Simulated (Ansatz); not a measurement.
## PbSe in the antiNiAs structure

The computed numbers are results of PBE, scalar-relativistic (no spin polarisation) in the plane-wave PAW code Ansatz at 420 eV, Γ-centred 8×8×6 mesh, 0.05 eV Gaussian smearing. The datasets are Ansatz's generated set soft_2.

```
CELL_PARAMETERS angstrom
4.27099 0.00000 0.00000
-2.13550 3.69879 0.00000
0.00000 0.00000 7.64401
ATOMIC_POSITIONS crystal
Pb 0.33333 0.66667 0.25000
Pb 0.66667 0.33333 0.75000
Se 0.00000 0.00000 0.00000
Se 0.00000 0.00000 0.50000
```

This is a trial structure; measured cells of the compound in the Crystallography Open Database are in space group Fm-3m (rock salt).

The run above is the reference. The same cell was run again with other input settings; several of them aren't fit for production, so the rows show the settings' effect and aren't properties of the material.

| keys changed | outcome | ΔE (meV/atom) | P (GPa) | gap on the mesh (eV) | cell moment (μB) | largest force component (eV/Å) | SCF iterations | rough core-seconds | new warnings |
| --- | --- | --- | --- | --- | --- | --- | --- | --- | --- |
| none (reference) | converged | 0.0 | 0.0 | 0.21 | – | 0.000 | – | – | – |
| scf.n_extra_bands: 8; hamiltonian.dispersion: "d3bjatm"; basis.xc_grid: 2 | converged | – | -1.6 | 0.21 | – | 0.000 | 6 | 12 | – |
| crystal.symmetry: {"detect": false}; scf.occupations.width: 0.05 → null; scf.occupations.method: "gaussian" → "tetrahedron"; scf.mixing.algorithm: "msr1"; scf.mixing.beta: 0.7 | converged | 0.0 | 0.0 | 0.21 | – | 0.000 | 7 | 80 | band table not solved further; tetrahedron derivatives may miss energy slope |
| accuracy: "high"; scf.initial_density.chi_scale: 0.3 | converged | 0.0 | 0.0 | 0.21 | – | 0.000 | 10 | 15 | – |

These changes also left energy (to 0.1 meV/atom), pressure, gap, moment and forces as in the reference: scf.occupations.method: "gaussian" → "methfessel_paxton"; scf.occupations.width: 0.05 → 0.01; basis.xc_grid: 1.

ΔE is the energy with the smearing extrapolated to zero. It is left out where the change alters the Hamiltonian or the spin treatment. The varied runs start from atomic densities (corrected by the program's trained start where that serves), with the default search for lower states unless a row changes it.

(1) What happens with these changes: basis.ecutwfc: 420 → "400 eV"; scf.mixing.preconditioner: "kerker_dos"?

Answer:

(1) outcome converged, ΔE (meV/atom) 0.2, P (GPa) 0.0, gap on the mesh (eV) 0.21, largest force component (eV/Å) 0.000, SCF iterations 6, rough core-seconds 12, new warnings cutoff below recommended.

The pair part of a dispersion correction pulls inward (a three-body part mostly pushes out), and in metals and ionic crystals with large ions it often overbinds.

1 further run (cut off, refused for memory, with changed atoms or starts, or in doubt) is left out.

Of the reference: These numbers lack spin–orbit coupling.
